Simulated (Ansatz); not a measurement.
Runs of Ansatz 0.2.0 on AlPt. It takes space group P2_13 (No. 198, cubic). The conventional cell has a = 4.879 Å, b = 4.879 Å, c = 4.879 Å, α = 90.00°, β = 90.00°, γ = 90.00°. Pt (site symmetry 3) is surrounded by 7 Al at 2.60 to 2.63 Å. Al (site symmetry 3) has 7 Pt at 2.60 to 2.63 Å as nearest neighbours. The cell is a database's computed one.

```tsv
task	level	U	cell	k mesh	hubbard projectors	double counting	gap on the mesh (eV)	pressure (GPa)	largest force (eV/Å)
single point	PBEsol	-	as given	5 × 5 × 5	-	-	none	-1.2	0.05
single point	PBEsol+U	Pt d U = 6 eV	as given	5 × 5 × 5	ortho-atomic (the default)	fll (the default)	none	-0.3	0.02
single point	PBEsol+U	Pt d U = 8 eV	as given	5 × 5 × 5	ortho-atomic (the default)	fll (the default)	none	(b)	0.02
single point	PBEsol+U	Pt d U = 2 eV	as given	5 × 5 × 5	ortho-atomic (the default)	fll (the default)	none	-1.2	0.05
relaxation of cell and atoms	PBEsol	-	relaxed	6 × 6 × 6	-	-	none	0.0	-
single point	PBEsol+U	Pt d U = 3 eV	as given	5 × 5 × 5	ortho-atomic (the default)	fll (the default)	none	-1.0	0.04
single point	PBEsol+U	Pt d U = 5 eV	as given	5 × 5 × 5	ortho-atomic (the default)	fll (the default)	none	(a)	0.01
single point	PBEsol	-	as given	6 × 6 × 6	-	-	none	-1.2	0.06
single point	PBEsol+U	Pt d U = 4 eV	as given	5 × 5 × 5	ortho-atomic (the default)	fll (the default)	none	-0.8	0.02
```

Alike in all rows: potentials or basis Ansatz PAW; no spin polarisation; cutoff (eV) 420; smearing fermi-dirac 0.05 eV.

Problem. Estimate the missing entries.

Solution. (a) -0.5; (b) 0.5.

Caveats: the PAW data sets come from PBE, with cores solved anew for the run's functional, which leaves a small shift of forces and pressure; U without spin polarisation on a metal has little footing (some runs); the U is typed as a test and isn't derived for this compound (some runs); the plane-wave basis is chosen anew once the cell has moved, so the energies of steps on either side of that aren't comparable (some runs).

A k mesh can miss the band edges, and the runs leave out spin-orbit coupling on Pt.

A gap of «none» marks a metal or a gap under the smearing width.

Not every run made on this cell is shown here.
